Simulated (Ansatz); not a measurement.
The reference is LiCl in the rock salt structure (space group Fm-3m, No. 225; a = 5.0642 Å). Axes: x, y, z lie along the cube axes.

All numbers come from PBEsol, PAW, 420 eV (Ansatz, a first-principles code; scalar-relativistic without spin-orbit coupling).

Modification: an isotropic linear strain of +0.50 %; the atoms relax in the strained cell.

Task: Predict the stress tensor and what it implies for the stiffness.

Result: Stress of the strained cell less that of the base (GPa, compression positive):
```
  -0.51    0.00    0.00
   0.00   -0.51    0.00
   0.00    0.00   -0.51
```

Then B = −ΔP/(ΔV/V₀) with ΔV/V₀ = 0.0151 gives secant stiffness values (nonlinear terms included at this strain): B ≈ 34 GPa.

Stability against distortions was not tested.
